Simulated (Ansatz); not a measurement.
Here is an Ansatz 0.2.0 calculation.

The input input.yaml:

```yaml
crystal:
  lattice:
    - [3.091546, 0.0, 0.0]
    - [0.0, 3.091546, 0.0]
    - [0.0, 0.0, 3.091546]
  atoms:
    - { symbol: Pt, position: [0.5, 0.5, 0.5] }
    - { symbol: Al, position: [0.0, 0.0, 0.0] }
kpoints:
  mp_grid: { grid: [9, 9, 9] }
  band_path:
    path:
      - [0.0, 0.0, 0.0]
      - [0.0, 0.5, 0.0]
      - [0.5, 0.5, 0.0]
      - [0.0, 0.0, 0.0]
      - [0.5, 0.5, 0.5]
      - [0.0, 0.5, 0.0]
    npoints: 8
scf:
  occupations: { method: fermi_dirac, width: 0.05 }
hamiltonian:
  xc: pbesol
  pseudopotentials: { kind: all_electron, lapw: { basis_error: 0.001 } }
output:
  forces: true
  stress: true
  eigenvalues: true
```

Potentials or basis: all-electron LAPW, scalar-relativistic.

The run is started by

```console
$ ansatz run input.yaml --threads 1 --pin off --max-ram 3072MiB --backend cpu --events-out ev --progress --plain --runs-dir out
```

Task: Predict the band gap along the path.

Result: None (metal or under the smearing width).

Task: Estimate the pressure.

Result: -5.7 GPa.

Levels at the corners of the path, in eV from the Fermi level:
```csv
point,band 23,band 24,band 25,band 26,band 27,band 28,band 29,band 30
Γ,-5.55,-2.58,-2.58,-2.58,3.90,3.90,3.90,9.09
X,-4.96,-4.00,-4.00,-2.38,-0.87,6.18,8.62,8.62
M,-3.65,-3.65,-3.06,-3.06,-1.36,1.00,3.42,8.46
Γ,-5.55,-2.58,-2.58,-2.58,3.90,3.90,3.90,9.09
R,-6.37,-1.28,-1.28,0.66,1.82,1.82,1.82,4.80
X,-4.96,-4.00,-4.00,-2.38,-0.87,6.18,8.62,8.62
```

Caveat: spin-orbit coupling is left out, which moves the levels of the heavy elements.
